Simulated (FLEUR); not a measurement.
WC:

```
W C
1.0
     0.00000    2.19268    2.19268
     2.19268    0.00000    2.19268
     2.19268    2.19268    0.00000
W C
1 1
Direct
  0.00000 0.00000 0.00000
  0.50000 0.50000 0.50000
```

Measurements of this composition are mostly on another form, of space group No. 187.

| Property | Result |
| --- | --- |
| Program | FLEUR MaX-R8.1 (later development tree) |
| Task | single point |
| Functional | PBEsol |
| Potentials or basis | all-electron |
| Basis | FLAPW |
| Kmax | 5.07 1/bohr |
| k mesh | 10 × 10 × 10 |
| Occupations | fermi-dirac, width 0.05 eV |
| Spin | no spin polarisation |
| Gmax | 15.7 1/bohr |
| Muffin-tin radii | W 2.3, C 1.42 bohr |
| lmax | W 9, C 8 |
| lnonsphr | W 9, C 8 |
| Local orbitals a species | W 4, C 3 |
| Max iterations | 60 |
| Mixing factor | 0.05 |
| Mixer | Anderson |
| Mixer history | 15 |

On this cell: largest force zero by symmetry; band gap on the k mesh none (metal or under the smearing width).

The same run follows on a disturbed copy (atoms moved at random, drawn with an rms of 0.05 Å):

```
W C
1.0
     0.00000    2.19268    2.19268
     2.19268    0.00000    2.19268
     2.19268    2.19268    0.00000
W C
1 1
Direct
  0.98258 0.99518 0.00280
  0.51745 0.50594 0.48678
```

Task: What changes?

Result: The energy (extrapolated to zero smearing) moves by +19.4 meV/atom; largest force 0.706 eV/Å; band gap on the k mesh none (metal or under the smearing width).

Forces on the atoms (eV/Å):
```
W   -0.076  0.277  0.644
C    0.076 -0.277 -0.644
```
